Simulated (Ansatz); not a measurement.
# SnS2 (Berndtite-2T): the cost of one run

Program: Ansatz 0.2.0. Level of theory: DFT, PBEsol, plane-wave PAW, default files, scalar-relativistic, frozen cores. These are calculated values, not measurements.

## 1. The structure to begin with

Symmetry: P-3m1, No. 164, trigonal system. The conventional cell has a = 3.605 Å, b = 3.605 Å, c = 5.460 Å, α = 90.00°, β = 90.00°, γ = 120.00°. Sn (site symmetry -3m) is surrounded by 6 S at 2.55 Å. S (site symmetry 3m) is surrounded by 3 Sn at 2.55 Å.

As a file:

```cif
data_structure
_symmetry_space_group_name_H-M 'P 1'
_symmetry_Int_Tables_number 1
_cell_length_a 3.6050
_cell_length_b 3.6050
_cell_length_c 5.4600
_cell_angle_alpha 90.000
_cell_angle_beta 90.000
_cell_angle_gamma 120.000
_cell_volume 61.45
loop_
_atom_site_label
_atom_site_type_symbol
_atom_site_fract_x
_atom_site_fract_y
_atom_site_fract_z
_atom_site_occupancy
Sn1 Sn 0.00000 0.00000 0.00000 1
S1 S 0.66667 0.33333 0.72900 1
S2 S 0.33333 0.66667 0.27100 1
```

The earlier run gave: gap on the mesh 0.97 eV, largest force 0.021 eV/Å, pressure 7.5 GPa.

Site by site (atoms counted from 1):

| site | atoms | first shell | V_zz (10²¹ V/m²) | η | C_Q (MHz) |
| --- | --- | --- | --- | --- | --- |
| Sn | 1 | 6 S at 2.55 Å | 0.99 | 0.00 | – |
| S | 2, 3 | 3 Sn at 2.55 Å | -3.42 | 0.00 | 5.74 (³³S) |

C_Q = eQV_zz/h, which is 24.18 MHz for Q = 1 b and V_zz = 10²¹ V/m²; η = (V_xx − V_yy)/V_zz. Nuclear quadrupole moments: year-2017 set (Pyykkö). A dash under C_Q marks elements without a common quadrupolar isotope.

## 2. Functional PBEsol at the relaxed positions

The input, input.yaml:

```yaml
crystal:
  lattice:
    - [3.605, 0.0, 0.0]
    - [-1.8025, 3.1220215806, 0.0]
    - [0.0, 0.0, 5.46]
  atoms:
    - { symbol: Sn, position: [0.0, 0.0, 0.0] }
    - { symbol: S, position: [0.6666666667, 0.3333333333, 0.728699389] }
    - { symbol: S, position: [0.3333333333, 0.6666666667, 0.271300611] }
kpoints:
  mp_grid: { grid: [14, 14, 8] }
scf:
  occupations: { method: fermi_dirac, width: 0.02 }
hamiltonian:
  xc: pbesol
  pseudopotentials: { kind: paw, frozen_core: stored }
output:
  forces: true
  stress: true
  populations: true
  efg: { quadrupole_moments_barn: { Sn: -0.132, S: -0.0694 } }
  write_density: true
  write_potential: true
  elf: true
  volumetric_format: npy
```

Launch:

```sh
> ansatz run input.yaml --threads 1 --pin off --max-ram 3072MiB --backend cpu --events-out ev --progress --plain --runs-dir out
```

What time and memory should one allow on 1 thread of Intel Xeon at 2.50GHz (Skylake/Cascade Lake), shared host?

About 27 s, with a peak of 0.46 GiB.
